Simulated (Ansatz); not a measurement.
**SnSe (P4/nmm), comparing deformations**

Method: DFT r2SCAN, scalar-relativistic, plane waves, PAW (Ansatz). The runs took a 500 eV cutoff, a Γ-centred 6×6×4 mesh and Gaussian smearing (0.05 eV). No spin polarisation. Energies are free energies at this smearing, counted from the undisturbed cell; pressure is positive in compression.

Reference structure (as given, not relaxed at this level; it stands at 0.0 GPa; this form isn't the usual structure):

```xyz
4
Lattice="4.2853 0.0000 0.0000 0.0000 4.2853 0.0000 0.0000 0.0000 10.9907" Properties=species:S:1:pos:R:3 pbc="T T T"
Sn    2.1427    0.0000    4.0911
Sn    0.0000    2.1427    6.8996
Se    2.1427    0.0000    6.7707
Se    0.0000    2.1427    4.2200
```

The cell holds layers and no dispersion correction was added, so their binding is poorly described.

The cell is strained by ε times a Voigt pattern (xx, yy, zz, yz, xz, xy; engineering shear) with fractional coordinates fixed. τ = (1/V0) dE/dε comes from the stress tensor. Of each scan, only the three points used here are listed.

| pattern | ε | τ (GPa) |
| --- | --- | --- |
| (0, 0, 0, 1, 0, 0) | -0.0075 | -0.060 |
| (0, 0, 0, 1, 0, 0) | 0.0000 | 0.000 |
| (0, 0, 0, 1, 0, 0) | 0.0075 | 0.060 |
| (1, 1, 0, 0, 0, 0) | -0.0150 | -2.46 |
| (1, 1, 0, 0, 0, 0) | 0.0000 | -0.03 |
| (1, 1, 0, 0, 0, 0) | 0.0150 | 2.03 |
| (0, 0, 1, 0, 0, 0) | -0.0150 | -0.98 |
| (0, 0, 1, 0, 0, 0) | 0.0000 | 0.02 |
| (0, 0, 1, 0, 0, 0) | 0.0150 | 0.87 |

**Question.** Which constants do the scans give, and which deformation costs least for the same size of strain tensor?

**Answer.** The slope dτ/dε at zero (parabola through three points) is pᵀCp: (0, 0, 0, 1, 0, 0) gives C44 = 8.0 GPa; (1, 1, 0, 0, 0, 0) gives C11 + C22 + 2 C12 = 150 GPa; (0, 0, 1, 0, 0, 0) gives C33 = 62 GPa. The size of the strain tensor, ε:ε, is ε² times 0.5, 2.0, 1.0. Per unit of it the stiffnesses are 16.0, 75, 62 GPa, so (0, 0, 0, 1, 0, 0) is the softest of these: at ε:ε = (1 %)² the quadratic term costs 0.25 meV/atom against 1.18 for the stiffest. These are clamped-ion values.

Forces appear on the atoms along this scan, and letting them relax would lower the energy and soften the response.